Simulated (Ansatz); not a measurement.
ZnTe:
```yaml
crystal:
  lattice:
    - [0.00000, 3.08954, 3.08954]
    - [3.08954, 0.00000, 3.08954]
    - [3.08954, 3.08954, 0.00000]
  atoms:
    - { symbol: Zn, position: [0.50000, 0.50000, 0.50000] }
    - { symbol: Te, position: [0.75000, 0.75000, 0.75000] }
```

Relaxed with plane-wave PAW PBE (Ansatz code). Indices refer to the conventional cell of F-43m, a = b = c = 6.179 Å, α = β = γ = 90.00°.

**Question.** Simulate the powder diffraction pattern (Mo Kα, λ = 0.71073 Å; lines above 1 %) up to 2θ = 45°.

**Answer.** Simulated powder pattern, Mo Kα, λ = 0.71073 Å (kinematic, ideal powder, no thermal factors, no anomalous dispersion; the 30 strongest lines at most, above 1 %, up to 2θ = 45°):

| 2θ (°) | d (Å) | I/Imax (%) | hkl |
|---|---|---|---|
| 11.43 | 3.567 | 100 | (111) |
| 13.21 | 3.090 | 6.8 | (200) |
| 18.72 | 2.185 | 79 | (220) |
| 21.99 | 1.863 | 54 | (311) |
| 22.98 | 1.784 | 2.1 | (222) |
| 26.60 | 1.545 | 14 | (400) |
| 29.04 | 1.418 | 23 | (331) |
| 29.81 | 1.382 | 3.1 | (420) |
| 32.73 | 1.261 | 29 | (422) |
| 34.78 | 1.189 | 17 | (511)+(333) |
| 37.97 | 1.092 | 8.8 | (440) |
| 39.78 | 1.044 | 16 | (531) |
| 40.37 | 1.030 | 1.6 | (442)+(600) |
| 42.66 | 0.977 | 12 | (620) |
| 44.31 | 0.942 | 5.5 | (533) |

The cell was relaxed with PBE under the symmetry of its start. Spin–orbit coupling is left out wherever it is not named.

Potentials: the later of the program's two PAW sets.
